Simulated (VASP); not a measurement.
Set up this calculation in VASP 6.6.1, as the native input.

| Quantity | Value |
| --- | --- |
| Task | relaxation of cell and atoms |
| Functional | PBE |
| Potentials or basis | VASP PAW PBE potentials, release 64 (Zn, O) |
| Cutoff | 600 eV |
| k mesh | 9 × 9 × 6 |
| Occupations | gaussian, width 0.02 eV |
| Spin | no spin polarisation |
| Dipole correction | no |
| Further INCAR settings | ALGO = Normal; EDIFF = 1e-06; IBRION = 2; EDIFFG = -0.002; NSW = 100; ISIF = 3 |

The structure of ZnO (nc) lies in POSCAR:

```
ZnO
1.0
    3.2493080000      0.0000000000      0.0000000000
   -1.6246540000      2.8139832727      0.0000000000
    0.0000000000      0.0000000000      5.2057090000
Zn O
2 2
Direct
    0.3333333333      0.6666666667      0.5000000000
    0.6666666667      0.3333333333      0.0000000000
    0.6666666667      0.3333333333      0.3790100000
    0.3333333333      0.6666666667      0.8790100000
```

One way to write it, as run:

INCAR

```
ALGO = Normal ; EDIFF = 1E-6
EDIFFG = -0.002 ; ENCUT = 600
GGA = PE ; IBRION = 2
ISIF = 3 ; ISMEAR = 0
LASPH = True ; LCHARG = False
LREAL = False ; LWAVE = False
NELM = 100 ; NSW = 100
PREC = Accurate ; SIGMA = 0.02
```

KPOINTS

```
k-points
0
Gamma
  9 9 6
```

Potentials or basis: VASP PAW PBE potentials, release 64 (Zn, O).

Launch:

```console
$ cat potpaw_PBE.64/Zn/POTCAR potpaw_PBE.64/O/POTCAR > POTCAR
$ mpirun -np 1 vasp_std > vasp.out
```

Results of the run:

```yaml
Relaxed_volume: 12.40 Å³/atom
Relaxed_cell: a = 3.286 Å, b = 3.286 Å, c = 5.306 Å, α = 90.00°, β = 90.00°, γ = 120.00°
Space_group_after_relaxing_to_0.05_Å: P6_3mc (No. 186)
Energy_gained_by_relaxing: 8.9 meV/atom
Ionic_steps: 23
Pressure_after_relaxing: 0.0 GPa
Band_gap_on_the_k_mesh: 0.72 eV, direct
```

Wall time 5.8 min on 1 thread of Intel(R) Xeon(R) Platinum 8488C (Sapphire Rapids) (shared host), peak memory 0.2 GiB.
